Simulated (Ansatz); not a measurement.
## Zn3Sn2O7 — O-17 NMR of the central transition

Cell: a computed structure from the Materials Project (it need not be an observed phase).

```cif
data_Zn3Sn2O7
_symmetry_space_group_name_H-M 'Cmc2_1'
_symmetry_Int_Tables_number 36
_cell_length_a 19.0614
_cell_length_b 5.4296
_cell_length_c 5.3885
_cell_angle_alpha 90.000
_cell_angle_beta 90.000
_cell_angle_gamma 90.000
loop_
_atom_site_label
_atom_site_type_symbol
_atom_site_symmetry_multiplicity
_atom_site_Wyckoff_symbol
_atom_site_fract_x
_atom_site_fract_y
_atom_site_fract_z
Zn1 Zn 4 a 0.5000 0.7564 0.2724
Zn3 Zn 8 b 0.2962 0.7190 0.2084
Sn Sn 8 b 0.6038 0.2469 0.2448
O11 O 8 b 0.7941 0.8659 0.3347
O15 O 8 b 0.3647 0.0841 0.9173
O19 O 8 b 0.4249 0.5829 0.0741
O21 O 4 a 0.5000 0.1215 0.1492
```

One atom of each set is listed; the run and its k-mesh use a cell of 24 atoms with edges of 9.91, 9.91, 5.39 Å.

Level of theory: DFT, r2SCAN, plane waves and PAW (field gradients read without the response of the frozen cores, which leaves them typically 4 to 6 % off), scalar-relativistic, 500 eV cutoff, Γ-centred 4×4×4 k-points, Fermi–Dirac smearing 0.02 eV (Ansatz 0.2.0).

O-17 has I = 5/2 and Q = -25.58 mb (Pyykkö 2018); at 28.2 T its Larmor frequency is ν₀ = 162.8 MHz. Only the quadrupole interaction is simulated: positions count from each site's isotropic chemical shift, and J coupling is left out, as are shift anisotropy and dipolar coupling, which fast spinning averages.

Q: What does the O-17 spectrum (fast magic-angle spinning) show for each site?

A: 

| site | first shell | C_Q (MHz) | η | P_Q (MHz) | δ_QIS (ppm) | breadth (kHz) |
| --- | --- | --- | --- | --- | --- | --- |
| O11 | 3 Zn at 2.02–2.07 Å, 1 Sn at 2.11 Å | 2.08 | 0.87 | 2.32 | -1.22 | 0.446 |
| O15 | 1 Zn at 2.03 Å, 2 Sn at 2.06–2.11 Å; also 2 Zn at 2.83–2.85 Å | 5.66 | 0.56 | 5.95 | -8.01 | 3.03 |
| O19 | 1 Zn at 2.02 Å, 2 Sn at 2.07–2.12 Å; also 2 Zn at 2.66–2.84 Å | 5.48 | 0.78 | 6.00 | -8.16 | 3.02 |
| O21 | 2 Zn at 2.09–2.14 Å, 2 Sn at 2.16 Å | -2.90 | 0.73 | 3.14 | -2.24 | 0.833 |

δ_QIS = −(ν_Q²/30ν₀²)[I(I+1) − 3/4](1 + η²/3) × 10⁶ ppm with ν_Q = 3|C_Q|/[2I(2I−1)]; it falls as 1/B₀² in ppm, and the breadth as 1/B₀ in kHz.

At O15 V_zz stands upright on the plane through its three neighbours (within 6°).

At this cell the r2SCAN pressure is -8 GPa, so with r2SCAN the cell would shrink if it were relaxed. The entry's cell may itself be off. Without spin–orbit coupling (the program notes it for Sn) the gradients are little affected as a rule: paired runs on crystals with a gap mostly move them by under 2 % at such atoms.

Hardware: 1 thread of AMD EPYC 9R45 (Zen 5) (x86_64; 16 cores open to the job, memory cap 3.0 GiB, no GPU), a shared host with a load of 0.2 a core. Wall time 67 s, CPU time 67 s, peak memory 1.7 GiB.
